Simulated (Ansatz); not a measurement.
# AgI2: the cost of one run

Program: Ansatz 0.2.0. Level of theory: DFT PBE, scalar-relativistic, plane waves, PAW. These are calculated values, not measurements.

1 further run of the same task is left out (it didn't finish).

### 1 Starting point

It takes space group P6/mmm (No. 191, hexagonal). Conventional cell: a = 4.946 Å, b = 4.946 Å, c = 5.340 Å, α = 90.00°, β = 90.00°, γ = 120.00°. Around Ag (site symmetry 6/mmm) lie 12 I at 3.91 Å. I (site symmetry -6m2) is surrounded by 3 I at 2.86 Å and 6 Ag at 3.91 Å.

Coordinates:

```cif
data_structure
_symmetry_space_group_name_H-M 'P6/mmm'
_symmetry_Int_Tables_number 191
_cell_length_a 4.9460
_cell_length_b 4.9460
_cell_length_c 5.3404
_cell_angle_alpha 90.000
_cell_angle_beta 90.000
_cell_angle_gamma 120.000
_cell_volume 113.14
loop_
_atom_site_label
_atom_site_type_symbol
_atom_site_symmetry_multiplicity
_atom_site_Wyckoff_symbol
_atom_site_fract_x
_atom_site_fract_y
_atom_site_fract_z
_atom_site_occupancy
Ag1 Ag 1 a 0.00000 0.00000 0.00000 1
I1 I 2 d 0.33333 0.66667 0.50000 1
```

This is candidate A: AlB2 type (P6/mmm, No. 191).

(A quick probe on a coarse mesh, which set the mesh and smearing, is not shown.)

### 3 Coarse relaxation (candidate A)

The input, input.yaml:

```yaml
crystal:
  lattice:
    - [4.9460037344, 0.0, 0.0]
    - [-2.4730018672, 4.2833648812, 0.0]
    - [0.0, 0.0, 5.3403694807]
  atoms:
    - { symbol: Ag, position: [0.0, 0.0, 0.0] }
    - { symbol: I, position: [0.3333333333, 0.6666666667, 0.5] }
    - { symbol: I, position: [0.6666666667, 0.3333333333, 0.5] }
basis:
  ecutwfc: 420
kpoints:
  mp_grid: { grid: [6, 6, 4] }
hamiltonian:
  xc: pbe
scf:
  occupations: { method: gaussian, width: 0.1 }
  lower_state_search: "off"
output:
  forces: true
  stress: true
  eigenvalues: true
relax:
  adjacent_minimum: "off"
  f_tol: 0.04
  max_steps: 70
  cell: { stress_tol: 0.4 }
```

Command:

```
$ ansatz run input.yaml --threads 1 --pin off --max-ram 2560MiB --backend cpu --events-out ev --progress --plain --runs-dir out
```

Q: Estimate wall time and peak memory on 1 thread of Arm Neoverse V2, shared host.

About 43 s, with a peak of 0.39 GiB.
